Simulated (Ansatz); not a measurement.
Rock-salt LiI was calculated with B3LYP (VWN-RPA form) in Ansatz (PAW).

Numerical settings: plane-wave cutoff 460 eV, 8×8×8 k mesh, Fermi–Dirac smearing 0.01 eV, scalar-relativistic PAW data made under PBE.

Cell (relaxed at this level):

LiI has the cubic space group Fm-3m (No. 225), the rock salt structure, Pearson symbol cF8. Conventional cell: a = b = c = 6.1174 Å, α = β = γ = 90.00°. Li on 4a has 6 I at 3.059 Å (octahedral). I on 4b is surrounded by 6 Li at 3.059 Å (octahedral). (Neighbours: up to the widest gap in distance over summed covalent radii, below 1.35, at either atom; cation-cation and far metal-metal contacts left out.)
(The calculation used a cell of 2 atoms; values per cell refer to that cell.)

Give the computed width of the whole s-p valence band, bulk modulus B0 and smallest direct gap on the k points sampled.


- width of the whole s-p valence band: 12.33 eV
- bulk modulus B0: 18.1 GPa
- smallest direct gap on the k points sampled: 5.58 eV

Measured, for comparison: bulk modulus 24 GPa (0 K, extrapolated to 0 K; as tabulated in Doll and Stoll (1998), arXiv:cond-mat/9801031). Computed (rounded) less measured: bulk modulus -25 %.

Spin–orbit coupling is not included; with these elements it can move the gap by several tenths of an eV or more.

It cost about 16 core-minutes (a rough figure) of CPU time.

Ansatz is a quantum-chemistry and plane-wave program.
